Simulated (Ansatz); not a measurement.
# Nb: the cost of one run

Method: DFT PBE, scalar-relativistic, plane waves, PAW, in Ansatz 0.2.0.

The COD entry's cell or inner coordinates are ideal or old and differ from later refinements, so a difference from it is no clean test against experiment.

1 further run of the same task is left out (set aside as unsound or not needed).

**1. The starting structure**

It takes space group Im-3m (No. 229, cubic). Conventional cell: a = 3.311 Å, b = 3.311 Å, c = 3.311 Å, α = 90.00°, β = 90.00°, γ = 90.00°. Nb (site symmetry m-3m) has 8 Nb at 2.87 Å in its first shell of neighbours.

Structure file:

```cif
data_structure
_symmetry_space_group_name_H-M 'Im-3m'
_symmetry_Int_Tables_number 229
_cell_length_a 3.3111
_cell_length_b 3.3111
_cell_length_c 3.3111
_cell_angle_alpha 90.000
_cell_angle_beta 90.000
_cell_angle_gamma 90.000
_cell_volume 36.30
loop_
_atom_site_label
_atom_site_type_symbol
_atom_site_symmetry_multiplicity
_atom_site_Wyckoff_symbol
_atom_site_fract_x
_atom_site_fract_y
_atom_site_fract_z
_atom_site_occupancy
Nb1 Nb 2 a 0.00000 0.00000 0.00000 1
```

It is the result of an earlier relaxation at this level (volume 18.15 Å³/atom; gap on the mesh: none (metal)).

**2. Electronic structure at the relaxed geometry**

Contents of input.yaml:

```yaml
crystal:
  lattice:
    - [-1.6555580008, 1.6555580008, 1.6555580008]
    - [1.6555580008, -1.6555580008, 1.6555580008]
    - [1.6555580008, 1.6555580008, -1.6555580008]
  atoms:
    - { symbol: Nb, position: [0.0, 0.0, 0.0] }
basis:
  ecutwfc: 420
kpoints:
  mp_grid: { grid: [18, 18, 18] }
  band_path:
    path:
      - [[0.0, 0.0, 0.0], [0.5, -0.5, 0.5], [0.0, 0.0, 0.5], [0.0, 0.0, 0.0], [0.25, 0.25, 0.25], [0.5, -0.5, 0.5]]
      - [[0.25, 0.25, 0.25], [0.0, 0.0, 0.5]]
    npoints: 14
hamiltonian:
  xc: pbe
scf:
  occupations: { method: gaussian, width: 0.1 }
  n_extra_bands: 6
output:
  forces: true
  stress: true
  eigenvalues: true
  populations: true
  dos: { projected: true, de: 0.02, nscf_kmesh: { grid: [27, 27, 27] } }
  bader: true
  write_density: true
  write_potential: true
  elf: true
  volumetric_format: npy
```

Run with:

```sh
ansatz run input.yaml --threads 1 --pin off --max-ram 2560MiB --backend cpu --events-out ev --progress --plain --runs-dir out
```

Q: Estimate wall time and peak memory on 1 thread of Arm Neoverse V2, shared host.

About 10 s, with a peak of 0.32 GiB.
